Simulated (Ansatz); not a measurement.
Runs of Ansatz 0.2.0 on Si2Ni. Symmetry: Fm-3m, No. 225, cubic system. Conventional cell: a = 5.406 Å, b = 5.406 Å, c = 5.406 Å, α = 90.00°, β = 90.00°, γ = 90.00°. Ni (site symmetry m-3m) is surrounded by 8 Si at 2.34 Å. Si (site symmetry -43m) is surrounded by 4 Ni at 2.34 Å. 

| task | level | potentials or basis | spin | U | cell | k mesh | cutoff (eV) | smearing | hubbard projectors | double counting | points for each segment of the path | driver | atoms under strain | other keys | gap on the mesh (eV) | pressure (GPa) | moment (μB) |
| --- | --- | --- | --- | --- | --- | --- | --- | --- | --- | --- | --- | --- | --- | --- | --- | --- | --- |
| atomic charges | PBEsol+D3(BJ)-ATM+U | JTH PAW | collinear, ferromagnetic start | Ni d U = 4.5 eV | volume scaled by 0.88 | 9 × 9 × 9 | 2400 | tetrahedron | atomic | fll | - | - | - | - | none | 18.0 | 0.00 |
| band structure | revPBE+D4+U | Ansatz PAW | collinear, ferromagnetic start | Ni d U = 5.0 eV | as given | 9 × 9 × 9 | 420 | gaussian 0.05 eV | all-electron-atomic | fll (the default) | 14 | - | - | hamiltonian.xc = revpbe; scf.occupations.method = gaussian; … | none | -5.6 | 0.00 |
| single point | PBE+U | Ansatz NC | collinear, ferromagnetic start | Ni d U = 5.3 eV | as given | 9 × 9 × 9 | 1400 | fermi-dirac 0.15 eV | ortho-atomic (the default) | fll | - | calculator | - | - | - | (b) | 0.00 |
| elastic constants | revPBE+U | JTH PAW | collinear, ferromagnetic start | Ni d U = 5.3 eV | as given | 6 × 6 × 6 | 2400 | methfessel-paxton 0.1 eV | atomic | fll (the default) | - | chain | clamped | scf.convergence.dr2_threshold = 1e-06 | none | (a) | 0.00 |
| electron localisation function | LDA+U | Ansatz PAW | collinear, ferromagnetic start | Ni d U = 2 eV | cell strained at random at fixed volume | 7 × 7 × 7 | 420 | gaussian 0.02 eV | all-electron-ortho-atomic | amf | - | - | - | - | none | -5.0 | 0.00 |
| single point | PBEsol+D3(BJ)-ATM+U | Ansatz PAW earlier set | collinear, program default start | Ni d U = 6 eV | as given | 9 × 9 × 9 | 920 | tetrahedron | all-electron-atomic | fll | - | - | - | - | none | -7.6 | 0.00 |
| optical spectrum | r2SCAN+rVV10+U | Ansatz PAW earlier set | collinear, ferromagnetic start | Ni d U = 8 eV | as given | 9 × 9 × 9 | 1080 | cold 0.025 eV | atomic | amf | - | - | - | - | none | - | 0.00 |
| band structure | PBE+U | JTH PAW | collinear, ferromagnetic start | Ni d U = 3 eV | as given | 9 × 9 × 9 | 2400 | cold 0.025 eV | ortho-atomic (the default) | fll | 14 | chain | - | - | none | 4.0 | 0.00 |

Q: Estimate the missing entries.

A: (a) 4.5; (b) 3.2.

Caveats: the magnetic or orbital state may not be the lowest; the U is typed as a test and isn't derived for this compound; the starting moments weren't kept (some runs); pairwise dispersion overbinds metals, which lowers pressure and volume (some runs); the PAW data sets come from PBE, with cores solved anew for the run's functional, which leaves a small shift of forces and pressure (some runs); with tetrahedron occupations forces and stress needn't match the slope of the energy (some runs); the potentials were made for another functional, which shifts forces and pressure (some runs).

A gap of «none» marks a metal or a gap under the smearing width.
